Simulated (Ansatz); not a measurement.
# Zr3Si: a relaxation

The task: find the equilibrium cell of Zr3Si.

Program: Ansatz 0.2.0. Level of theory: DFT r2SCAN, scalar-relativistic, plane waves, PAW. These are calculated values, not measurements.

## Step 1: The structure to begin with

It takes space group P6_3/mmc (No. 194, hexagonal). The conventional cell has a = 6.117 Å, b = 6.117 Å, c = 4.971 Å, α = 90.00°, β = 90.00°, γ = 120.00°. Around Zr (site symmetry mm2) lie 8 Zr at 2.95 to 3.17 Å and 4 Si at 3.01 to 3.06 Å. Si (site symmetry -6m2) has 12 Zr at 3.01 to 3.06 Å as nearest neighbours.

Coordinates:

```xyz
8
Lattice="6.1174 0.0000 0.0000 -3.0587 5.2978 0.0000 0.0000 0.0000 4.9711" Properties=species:S:1:pos:R:3 pbc="T T T"
Zr    1.5850    0.9151    3.7283
Zr    4.5324    0.9151    3.7283
Zr    3.0587    3.4676    3.7283
Zr    1.4737    4.3827    1.2428
Zr   -1.4737    4.3827    1.2428
Zr    0.0000    1.8302    1.2428
Si    3.0587    1.7659    1.2428
Si    0.0000    3.5319    3.7283
```

The structure comes from the Materials Project (structure only).

(A quick probe on a coarse mesh, which set the mesh and smearing, is not shown.)

## Step 3: Relaxing cell and atoms

Input file input.yaml:

```yaml
crystal:
  lattice:
    - [6.1173840222, 0.0, 0.0]
    - [-3.0586920111, 5.2978099679, 0.0]
    - [0.0, 0.0, 4.971086]
  atoms:
    - { symbol: Zr, position: [0.345469, 0.1727345, 0.75] }
    - { symbol: Zr, position: [0.8272655, 0.1727345, 0.75] }
    - { symbol: Zr, position: [0.8272655, 0.654531, 0.75] }
    - { symbol: Zr, position: [0.654531, 0.8272655, 0.25] }
    - { symbol: Zr, position: [0.1727345, 0.8272655, 0.25] }
    - { symbol: Zr, position: [0.1727345, 0.345469, 0.25] }
    - { symbol: Si, position: [0.66666667, 0.33333333, 0.25] }
    - { symbol: Si, position: [0.33333333, 0.66666667, 0.75] }
basis:
  ecutwfc: 500
kpoints:
  mp_grid: { grid: [6, 6, 8] }
hamiltonian:
  xc: r2scan
scf:
  occupations: { method: gaussian, width: 0.1 }
output:
  forces: true
  stress: true
  eigenvalues: true
  write_density: true
  write_potential: true
  elf: true
  volumetric_format: npy
relax:
  adjacent_minimum: "off"
  f_tol: 0.005
  max_steps: 80
  cell: { stress_tol: 0.05 }
```

Launch:

```console
$ ansatz run input.yaml --threads 2 --pin off --max-ram 5120MiB --backend cpu --events-out ev --progress --plain --runs-dir out
```

**Question.** What will these runs give? Wanted: relaxed cell; volume; formation energy; gap on the mesh.

As calculated:

| quantity | value |
| --- | --- |
| relaxed cell | a = 6.098 Å, b = 6.098 Å, c = 4.947 Å, α = 90.00°, β = 90.00°, γ = 120.00° |
| space group (0.01 Å) | P6_3/mmc (No. 194) |
| volume | 19.92 Å³/atom |
| formation energy (elements from runs with the same settings, not shown) | -0.37 eV/atom |
| gap on the mesh | none (metal) |

In words: Relaxation lowered the volume by 1.1 %.
